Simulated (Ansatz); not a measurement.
**Tin, simple cubic: HSE06 at the PBE geometry**

How do the levels change when part of the exchange is made exact, and what does it cost? Spin polarisation is left out. The geometry was relaxed under PBE beforehand and is kept. Exact exchange is dear, so the k-mesh is coarse, and PBE is run on the same mesh for comparison.

Program: Ansatz 0.2.0. Level of theory: DFT, plane waves (420 eV) with PBE-made PAW files, scalar-relativistic; functionals as named at each step. These are calculated values, not measurements.

### 1 Starting point

Symmetry: Pm-3m, No. 221, cubic system. Conventional cell: a = 3.084 Å, b = 3.084 Å, c = 3.084 Å, α = 90.00°, β = 90.00°, γ = 90.00°. Sn (site symmetry m-3m) is surrounded by 6 Sn at 3.08 Å.

As a file:

```xyz
1
Lattice="3.0837 0.0000 0.0000 0.0000 3.0837 0.0000 0.0000 0.0000 3.0837" Properties=species:S:1:pos:R:3 pbc="T T T"
Sn    0.0000    0.0000    0.0000
```

### 2 PBE on the coarse mesh

The run with PBE.

input.yaml reads:

```yaml
crystal:
  lattice:
    - [3.0837342632, 0.0, 0.0]
    - [0.0, 3.0837342632, 0.0]
    - [0.0, 0.0, 3.0837342632]
  atoms:
    - { symbol: Sn, position: [0.0, 0.0, 0.0] }
hamiltonian:
  xc: pbe
  pseudopotentials:
    kind: paw
    azcp:
      Sn: "pseudopotentials/Sn.paw.azcp"
basis:
  ecutwfc: 420
  fft_grid_basis: typed
kpoints:
  mp_grid: { grid: [5, 5, 5], shift: [0, 0, 0] }
magnetization:
  spin_polarized: false
scf:
  occupations: { method: fermi_dirac, width: 0.1 }
```

Launch:

```console
$ ansatz run input.yaml --threads 4 --pin off --max-ram 8192MiB --backend cpu --events-out ev --progress --plain --runs-dir out
```

### 3 HSE06 on the coarse mesh

The run with HSE06.

Changes to input.yaml since step 2:

```diff
@@ -8,3 +8,3 @@
 hamiltonian:
-  xc: pbe
+  xc: hse06
   pseudopotentials:
```

(Steps that only read results are left out.)

Before running it: what results should come out? Wanted: PBE: gap; HSE06: gap; HSE06: relative to alpha-Sn.

The runs gave:

```
                             quantity                         value
                             PBE: gap  none (levels filled in part)
                           HSE06: gap  none (levels filled in part)
    HSE06: SCF cycles, exchange loops                         11, 2
     HSE06: CPU time over that of PBE                            16
HSE06: relative to alpha-Sn (diamond)                 +137 meV/atom
```

**Reading.** Neither PBE nor HSE06 shows a clean gap on this mesh. HSE06 cost 16 times the CPU time of PBE. The exchange operator of HSE06 was renewed in 2 outer loops. The dense-mesh value adds +118.2 meV/atom, the change that PBE shows between the coarse mesh and its own dense run (not shown). Under HSE06 it lies 137 meV/atom above alpha-Sn (diamond) (computed apart in the same way); on such meshes a few tens of meV are uncertain for metals. The total energies in the logs cannot be compared from one functional to another.
